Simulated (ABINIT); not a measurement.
# ZnS (F-43m) in ABINIT: further runs

The runs below take ZnS through band structure, with BLYP, AM05, r2SCAN, SCAN, revPBE.

Program: ABINIT 10.8.3 (patched build). These are calculated values, not measurements. Logs are shortened: lines on timing, memory, paths and dates and some standing lists are left out, and cuts for length are marked. The log counts tension as positive stress, the text compression.

**Experimental background.**

From “Electronic, vibrational, and thermodynamic properties of ZnS (zincblende and rocksalt structure)”, 2009, arxiv:0911.5022, for a bulk crystal of ZnS at 19 K: band gap 3.85 eV (direct).

The runs below are set against these values where they give the same quantity.

### 1 The structure

Symmetry: F-43m, No. 216, cubic system. The conventional cell has a = 5.404 Å, b = 5.404 Å, c = 5.404 Å, α = 90.00°, β = 90.00°, γ = 90.00°. Zn (site symmetry -43m) has 4 S at 2.34 Å as nearest neighbours. S (site symmetry -43m) has 4 Zn at 2.34 Å as nearest neighbours.

### 2 Band structure, BLYP

File run.abi:

```
ndtset 2

pp_dirpath "./"
pseudos "Zn.GGA_PBE-JTH.xml, S.GGA_PBE-JTH.xml"

acell 3.8212050455 3.8212050455 3.8212050455 Angstrom
rprim
     0.0000000000     0.7071067812     0.7071067812
     0.7071067812     0.0000000000     0.7071067812
     0.7071067812     0.7071067812     0.0000000000
ntypat 2
znucl 30 16
natom 2
typat 1 2
xcart
     4.0530000000     4.0530000000     4.0530000000
     0.0000000000     0.0000000000     0.0000000000 Angstrom

ecut 26.0
pawecutdg 48.0
pawxcdev 0

ixc -106131

occopt 3
tsmear 0.05 eV

nstep 100

iomode 3
prtwf 0
prteig 0
prtebands 0
enunit 1
prtden1 1

kptopt1 1
ngkpt1 9 9 9
nshiftk1 1
shiftk1 0.0 0.0 0.0
nband1 13
tolvrs1 1.0e-9

iscf2 -2
getden2 1
nband2 19
nbdbuf2 4
tolwfr2 1.0e-11
kptopt2 -9
ndivsm2 6
prteig2 1
kptbounds2
     0.0000000000     0.0000000000     0.0000000000
     0.5000000000     0.0000000000     0.5000000000
     0.5000000000     0.2500000000     0.7500000000
     0.3750000000     0.3750000000     0.7500000000
     0.0000000000     0.0000000000     0.0000000000
     0.5000000000     0.5000000000     0.5000000000
     0.6250000000     0.2500000000     0.6250000000
     0.5000000000     0.2500000000     0.7500000000
     0.5000000000     0.5000000000     0.5000000000
     0.3750000000     0.3750000000     0.7500000000
```

Potentials or basis: JTH PAW PBE v2.0.

Started as:

```sh
$ abinit run.abi > log 2>&1
```

run.abo:

```text
.Version 10.8.3 of ABINIT
 DATASET    1 : space group F-4 3 m (#216); Bravais cF (face-center cubic)
================================================================================
 Values of the parameters that define the memory need for DATASET  1.
     intxc =       0    ionmov =       0      iscf =      17    lmnmax =      18
     lnmax =       6     mgfft =      36  mpssoang =       3    mqgrid =    3001
     natom =       2  nloc_mem =       2    nspden =       1   nspinor =       1
    nsppol =       1      nsym =      24    n1xccc =       1    ntypat =       2
    occopt =       3   xclevel =       2
       mpw =        1707          nfft =       46656          nkpt =          35
 PAW method is used; the additional fine FFT grid is defined by:
   mgfftf=        48    nfftf =    110592
================================================================================
================================================================================

 DATASET    2 : space group F-4 3 m (#216); Bravais cF (face-center cubic)
================================================================================
 Values of the parameters that define the memory need for DATASET  2.
     intxc =       0    ionmov =       0      iscf =      -2    lmnmax =      18
     lnmax =       6     mgfft =      36  mpssoang =       3    mqgrid =    3001
     natom =       2  nloc_mem =       2    nspden =       1   nspinor =       1
    nsppol =       1      nsym =      24    n1xccc =       1    ntypat =       2
    occopt =       3   xclevel =       2
       mpw =        1708          nfft =       46656          nkpt =         103
 PAW method is used; the additional fine FFT grid is defined by:
   mgfftf=        48    nfftf =    110592
================================================================================
================================================================================

--------------------------------------------------------------------------------
------------- Echo of variables that govern the present computation ------------
--------------------------------------------------------------------------------
 -outvars: echo values of preprocessed input variables --------
            acell      7.2210310069E+00  7.2210310069E+00  7.2210310069E+00 Bohr
              amu      6.53900000E+01  3.20660000E+01
             ecut      2.60000000E+01 Hartree
           enunit           1
           getden1          0
           getden2          1
             iscf1         17
             iscf2         -2
                       outvar_i_n : Printing only first  50 k-points.
              ixc     -106131
           jdtset        1    2
                       outvar_i_n : Printing only first  50 k-points.
           kptopt1          1
           kptopt2         -9
         kptrlatt        9    0    0      0    9    0      0    0    9
          kptrlen1     6.49892791E+01
          kptrlen2     3.00000000E+01
            natom           2
            nband1         13
[... 1135 lines left out ...]
 ------------------------------------------------
 Atom  Sphere_radius  Integrated_density
    1        2.30770         10.81488363
    2        1.90380          3.63422514

================================================================================

 ----iterations are completed or convergence reached----

 Mean square residual over all n,k,spin=   53.900E-13; max=  99.954E-13
 reduced coordinates (array xred) for    2 atoms
       0.749999999992      0.749999999992      0.749999999992
      -0.000000000008     -0.000000000008     -0.000000000008

 cartesian coordinates (angstrom) at end:
    1      4.05300000000000     4.05300000000000     4.05300000000000
    2     -0.00000000004306    -0.00000000004306    -0.00000000004306
 length scales=  7.221031006932  7.221031006932  7.221031006932 bohr
              =  3.821205045500  3.821205045500  3.821205045500 angstroms
 Eigenvalues (   eV  ) for nkpt= 103  k points:
 kpt#   1, nband= 19, wtk=  1.00000, kpt=  0.0000  0.0000  0.0000 (reduced coord)
  -7.45317   -0.76286   -0.76286   -0.76286   -0.28026   -0.28026    5.66589    5.66589
   5.66589    7.75588   12.09989   12.09989   12.09989   17.42074   17.42074   17.63471
  20.36772   20.36772   20.36772
 kpt#   2, nband= 19, wtk=  1.00000, kpt=  0.0294  0.0000  0.0294 (reduced coord)
  -7.44442   -0.76383   -0.76071   -0.76071   -0.28122   -0.27964    5.57404    5.64104
   5.64104    7.85549   12.05221   12.13667   12.13667   17.28414   17.43148   17.71434
  20.40062   20.40062   20.43789
 kpt#   3, nband= 19, wtk=  1.00000, kpt=  0.0588  0.0000  0.0588 (reduced coord)
  -7.41835   -0.76664   -0.75428   -0.75428   -0.28404   -0.27781    5.33888    5.56860
   5.56860    8.11256   11.91760   12.24505   12.24505   16.92931   17.46364   17.94731
  20.49911   20.49911   20.60762
 kpt#   4, nband= 19, wtk=  1.00000, kpt=  0.0882  0.0000  0.0882 (reduced coord)
  -7.37549   -0.77098   -0.74365   -0.74365   -0.28853   -0.27482    5.02699    5.45428
   5.45428    8.45627   11.71662   12.41941   12.41941   16.46227   17.51684   18.31181
  20.66239   20.66239   20.81726
 kpt#   5, nband= 19, wtk=  1.00000, kpt=  0.1176  0.0000  0.1176 (reduced coord)
[... 381 lines left out ...]
   4.19523   10.15898   12.09055   14.35079   14.40295   16.81920   17.96707   21.02167
  21.85381   22.93151   23.91938
 kpt# 101, nband= 19, wtk=  1.00000, kpt=  0.4000  0.4000  0.7000 (reduced coord)
  -6.30515   -0.65099   -0.52092   -0.35903   -0.25516    0.03156    1.01114    2.71542
   4.07851   10.07467   12.04997   14.55094   14.80135   16.52673   17.91190   21.33674
  22.50268   22.97198   23.87867
 kpt# 102, nband= 19, wtk=  1.00000, kpt=  0.3875  0.3875  0.7250 (reduced coord)
  -6.27614   -0.65660   -0.50276   -0.36899   -0.25166    0.05212    1.04693    2.60817
   3.97484    9.97519   11.88904   14.87136   15.16382   16.32612   17.94712   21.44816
  22.84771   23.00399   23.99480
 kpt# 103, nband= 19, wtk=  1.00000, kpt=  0.3750  0.3750  0.7500 (reduced coord)
  -6.25885   -0.66382   -0.48943   -0.38148   -0.24644    0.06060    1.05475    2.61295
   3.88928    9.88499   11.65249   15.12939   15.45063   16.32982   18.10084   21.31521
  22.56401   23.23375   24.26503

== END DATASET(S) ==============================================================
================================================================================

 -outvars: echo values of variables after computation  --------
            acell      7.2210310069E+00  7.2210310069E+00  7.2210310069E+00 Bohr
           etotal1    -7.4639130115E+01
            fcart1     1.6479534698E-30 -4.9438604095E-30  1.6479534698E-30
                      -1.6479534698E-30  4.9438604095E-30 -1.6479534698E-30
            rprim      0.0000000000E+00  7.0710678120E-01  7.0710678120E-01
                       7.0710678120E-01  0.0000000000E+00  7.0710678120E-01
                       7.0710678120E-01  7.0710678120E-01  0.0000000000E+00
           strten1    -1.8654864843E-04 -1.8654864843E-04 -1.8654864843E-04
                       0.0000000000E+00  0.0000000000E+00  0.0000000000E+00
           xangst      4.0530000000E+00  4.0530000000E+00  4.0530000000E+00
                      -4.3056003985E-11 -4.3055778998E-11 -4.3055778998E-11
             xred      7.4999999999E-01  7.4999999999E-01  7.4999999999E-01
                      -7.9673490028E-12 -7.9674322695E-12 -7.9674322695E-12
 Calculation completed.
```

Run time: 87 s. Hardware: 1 thread of Intel Xeon 6975P-C (Granite Rapids), shared host; peak memory 0.15 GiB.

What came out:

```yaml
Free_energy: -2031.0342 eV
Pressure: 5.5 GPa
Band_gap_on_the_k_mesh: 2.09 eV, direct
Band_gap_along_the_path: 2.09 eV, direct
Valence_electrons_inside_the_program's_atomic_spheres: Zn 10.81; S 3.63
```

Levels at the corners of the path, in eV from the valence-band top:
```tsv
point	band 7	band 8	band 9	band 10	band 11	band 12
Γ	0.00	0.00	0.00	2.09	6.43	6.43
X	-4.57	-2.18	-2.18	3.56	4.10	11.00
W	-4.58	-2.68	-2.67	5.84	5.96	7.91
K	-4.61	-3.05	-1.78	4.22	5.99	9.46
Γ	0.00	0.00	0.00	2.09	6.43	6.43
L	-5.24	-0.85	-0.85	3.30	6.98	6.98
U	-4.61	-3.05	-1.78	4.22	5.99	9.46
W	-4.58	-2.68	-2.67	5.84	5.96	7.91
L	-5.24	-0.85	-0.85	3.30	6.98	6.98
K	-4.61	-3.05	-1.78	4.22	5.99	9.46
```

Caveat: the PAW data sets were made with another functional, which shifts forces and pressure a little.

### 3 Band structure, AM05

Changes to run.abi since step 2:

```diff
@@ -22,3 +22,3 @@
 
-ixc -106131
+ixc -120135
```

Potentials or basis: JTH PAW PBE v2.0.

Started as:

```sh
$ abinit run.abi > log 2>&1
```

Wall time 1.8 min (1 thread of Intel Xeon 6975P-C (Granite Rapids), shared host); peak memory 0.15 GiB.

The run converged. Its results:

```
Free energy                                           : -2031.1462 eV
Pressure                                              : -1.6 GPa
Band gap on the k mesh                                : 2.08 eV, direct
Band gap along the path                               : 2.08 eV, direct
Valence electrons inside the program's atomic spheres : Zn 10.81; S 3.59
```

Levels at the corners of the path, in eV from the valence-band top:
```tsv
point	band 5	band 6	band 7	band 8	band 9	band 10	band 11	band 12	band 13	band 14
Γ	-5.88	-5.88	0.00	0.00	0.00	2.08	6.30	6.30	6.30	11.58
X	-5.80	-5.66	-4.60	-2.24	-2.24	3.36	4.01	10.94	11.88	11.88
W	-5.92	-5.47	-4.63	-2.77	-2.73	5.66	5.98	7.79	8.15	12.38
K	-5.84	-5.52	-4.66	-3.13	-1.82	4.08	5.92	9.32	9.68	10.58
Γ	-5.88	-5.88	0.00	0.00	0.00	2.08	6.30	6.30	6.30	11.58
L	-5.85	-5.67	-5.33	-0.88	-0.88	3.25	6.84	6.84	8.85	12.11
U	-5.84	-5.52	-4.66	-3.13	-1.82	4.08	5.92	9.32	9.68	10.58
W	-5.92	-5.47	-4.63	-2.77	-2.73	5.66	5.98	7.79	8.15	12.38
L	-5.85	-5.67	-5.33	-0.88	-0.88	3.25	6.84	6.84	8.85	12.11
K	-5.84	-5.52	-4.66	-3.13	-1.82	4.08	5.92	9.32	9.68	10.58
```

Caveat: the PAW data sets were made with another functional, which shifts forces and pressure a little.

### 4 Band structure, r2SCAN

Changes to run.abi since step 3:

```diff
@@ -20,5 +20,6 @@
 pawecutdg 48.0
+
+ixc -497498
+usekden 1
 pawxcdev 0
-
-ixc -120135
 
@@ -35,2 +36,3 @@
 prtden1 1
+prtkden1 1
 
@@ -41,3 +43,3 @@
 nband1 13
-tolvrs1 1.0e-9
+tolvrs1 1.0e-7
 
@@ -45,2 +47,3 @@
 getden2 1
+getkden2 1
 nband2 19
```

Started as:

```sh
$ abinit run.abi > log 2>&1
```

Run time: 5.8 min. Hardware: 1 thread of Intel Xeon 6975P-C (Granite Rapids), shared host; peak memory 0.16 GiB.

The run converged. Its results:

```
Free energy                                           : -1791.3883 eV
Pressure                                              : -0.6 GPa
Band gap on the k mesh                                : 2.64 eV, direct
Band gap along the path                               : 2.64 eV, direct
Valence electrons inside the program's atomic spheres : Zn 10.78; S 3.61
```

Levels at the corners of the path, in eV from the valence-band top:
| point | band 6 | band 7 | band 8 | band 9 | band 10 | band 11 | band 12 | band 13 |
| --- | --- | --- | --- | --- | --- | --- | --- | --- |
| Γ | -5.96 | 0.00 | 0.00 | 0.00 | 2.64 | 6.88 | 6.88 | 6.88 |
| X | -5.74 | -4.62 | -2.29 | -2.29 | 3.72 | 4.48 | 11.73 | 12.78 |
| W | -5.56 | -4.65 | -2.82 | -2.79 | 6.04 | 6.58 | 8.44 | 8.67 |
| K | -5.61 | -4.68 | -3.19 | -1.86 | 4.50 | 6.42 | 9.93 | 10.36 |
| Γ | -5.96 | 0.00 | 0.00 | 0.00 | 2.64 | 6.88 | 6.88 | 6.88 |
| L | -5.76 | -5.41 | -0.89 | -0.89 | 3.80 | 7.37 | 7.37 | 9.40 |
| U | -5.61 | -4.68 | -3.19 | -1.86 | 4.50 | 6.42 | 9.93 | 10.36 |
| W | -5.56 | -4.65 | -2.82 | -2.79 | 6.04 | 6.58 | 8.44 | 8.67 |
| L | -5.76 | -5.41 | -0.89 | -0.89 | 3.80 | 7.37 | 7.37 | 9.40 |
| K | -5.61 | -4.68 | -3.19 | -1.86 | 4.50 | 6.42 | 9.93 | 10.36 |

Caveat: totals of a meta-GGA on PAW files have another zero than those of a GGA; the PAW data sets were made with another functional, which shifts forces and pressure a little.

(Continued in part 2 of 2.)
